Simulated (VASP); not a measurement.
A run of VASP 6.6.1 is set up as follows.

INCAR

```
ALGO = Normal
BPARAM = 10.0
CPARAM = 0.0093
EDIFF = 1E-7
EDIFFG = -0.01
ENCUT = 600
GGA = PE
IBRION = 2
ISIF = 3
ISMEAR = -1
IVDW_NL = 2
LASPH = True
LCHARG = False
LREAL = False
LUSE_VDW = True
LWAVE = False
NELM = 80
NSW = 40
PREC = Accurate
SIGMA = 0.05
```

KPOINTS

```
k-points
0
Gamma
  9 9 5
```

The input POSCAR:

```
TaS2
1.0
    3.3500000000      0.0000000000      0.0000000000
   -1.6750000000      2.9011851027      0.0000000000
    0.0000000000      0.0000000000      5.8600000000
Ta S
1 2
Direct
    0.0000000000      0.0000000000      0.0000000000
    0.6666666667      0.3333333333      0.7500000000
    0.3333333333      0.6666666667      0.2500000000
```

Potentials or basis: VASP PAW PBE potentials, release 64 (Ta_pv, S).

Run with:

```bash
$ cat potpaw_PBE.64/Ta_pv/POTCAR potpaw_PBE.64/S/POTCAR > POTCAR
$ mpirun -np 1 vasp_std > vasp.out
```

Q: Predict the relaxed volume.

A: 19.64 Å³/atom.

Q: Predict the space group after relaxing (to 0.05 Å).

A: P-3m1 (No. 164).

The path:
| step | energy change (eV) | largest force (eV/Å) | pressure (GPa) | volume (Å³) |
| --- | --- | --- | --- | --- |
| 1 | 0.0000 | 1.3258 | 7.95 | 56.95 |
| 2 | 0.2091 | 1.6799 | -12.30 | 65.06 |
| 3 | -0.0993 | 0.0722 | -0.97 | 59.71 |
| 4 | -0.0994 | 0.1155 | -0.67 | 59.60 |
| 5 | -0.1070 | 0.0270 | -0.29 | 59.16 |
| 6 | -0.1078 | 0.0105 | -0.13 | 58.98 |
| 7 | -0.1078 | 0.0129 | -0.11 | 58.97 |
| 8 | -0.1078 | 0.0285 | 0.19 | 58.85 |
| 9 | -0.1078 | 0.0039 | 0.01 | 58.92 |

Spin-orbit coupling is left out, which matters for the levels of Ta. Zero-point motion and thermal expansion aren't in these numbers.
